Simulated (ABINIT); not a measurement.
CuO:

```
Cu O
1.0
     1.99097   -2.15355    0.00000
     1.99097    2.15355    0.00000
     0.00000    0.00000    5.15593
Cu O
2 2
Direct
  0.50000 0.00000 0.00000
  0.00000 0.50000 0.50000
  0.50000 0.50000 0.25000
  0.50000 0.50000 0.75000
```

Measurements of this composition are mostly on another form, of space group No. 15.

* Program: ABINIT 10.8.3 (patched build)
* Task: relaxation of cell and atoms
* Functional: LDA
* Potentials or basis: JTH PAW LDA v2.0
* Cutoff: 707 eV
* k mesh: 6 × 6 × 4
* Occupations: fermi-dirac, width 0.05 eV
* Spin: no spin polarisation

At the start: pressure -11.8 GPa; volume 11.05 Å³/atom.

**Question.** Where does the relaxation end?

**Answer.** Over 14 steps the energy falls by 31.5 meV/atom and the volume is 10.29 Å³/atom (-6.9 %); space group P4_2/mmc (No. 131, to 0.05 Å).

The path:
```
step  energy change (eV)  largest force (eV/Å)  pressure (GPa)  volume (Å³)
   1              0.0000                0.0000          -11.80        44.21
   2             -0.0915                0.0000           -6.15        42.64
   3             -0.1194                0.0000            0.71        41.09
   4             -0.1205                0.0000           -0.04        41.22
   5             -0.1215                0.0000           -0.45        41.27
   6             -0.1226                0.0000           -0.44        41.20
   7             -0.1229                0.0000           -0.15        41.12
   8             -0.1231                0.0000            0.10        41.05
   9             -0.1234                0.0000            0.36        41.00
  10             -0.1240                0.0000            0.71        40.95
  11             -0.1250                0.0000            1.02        40.91
  12             -0.1256                0.0000            0.80        40.98
  13             -0.1260                0.0000            0.16        41.14
  14             -0.1261                0.0000            0.02        41.17
```

Final structure:
```cif
data_structure
_symmetry_space_group_name_H-M 'P 1'
_symmetry_Int_Tables_number 1
_cell_length_a 2.8537
_cell_length_b 2.8537
_cell_length_c 5.0551
_cell_angle_alpha 90.000
_cell_angle_beta 90.000
_cell_angle_gamma 89.841
_cell_volume 41.17
loop_
_atom_site_label
_atom_site_type_symbol
_atom_site_fract_x
_atom_site_fract_y
_atom_site_fract_z
_atom_site_occupancy
Cu1 Cu 0.50000 0.00000 0.00000 1
Cu2 Cu 0.00000 0.50000 0.50000 1
O1 O 0.50000 0.50000 0.25000 1
O2 O 0.50000 0.50000 0.75000 1
```

Caveat: the run has no spin polarisation, though such a crystal can be magnetic.
